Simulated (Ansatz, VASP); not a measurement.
## One calculation of BaZrO3, two programs

```
Ba Zr O
1.0
     4.22716    0.00000    0.00000
     0.00000    4.22716    0.00000
     0.00000    0.00000    4.22716
Ba Zr O
1 1 3
Direct
  0.00000 0.00000 0.00000
  0.50000 0.50000 0.50000
  0.00000 0.50000 0.50000
  0.50000 0.00000 0.50000
  0.50000 0.50000 0.00000
```

Alike in both runs: task single point; functional PBE; k mesh 6 × 6 × 6; occupations gaussian, width 0.02 eV; no spin polarisation.

|  | VASP | Ansatz |
| --- | --- | --- |
| version | VASP 6.6.1 | Ansatz 0.2.0 |
| potentials or method | VASP PAW PBE potentials, release 64 (Ba_sv, Zr_sv, O) | scalar-relativistic, plane waves, PAW |
| plane-wave cutoff (eV) | 520 | 420 |
| valence electrons in the cell | 40 | 40 |

|  | VASP | Ansatz | Ansatz less VASP |
| --- | --- | --- | --- |
| gap on the k mesh at the Fermi level (eV) | 3.13 | 3.18 | +0.047 |
| least direct gap on the mesh (eV) | 3.38 | 3.40 | +0.020 |

Caveats: spin-orbit coupling is left out, which moves the levels of the heavy elements. A k mesh can miss the band edges. As with any semilocal functional, this PBE gap is likely too small.
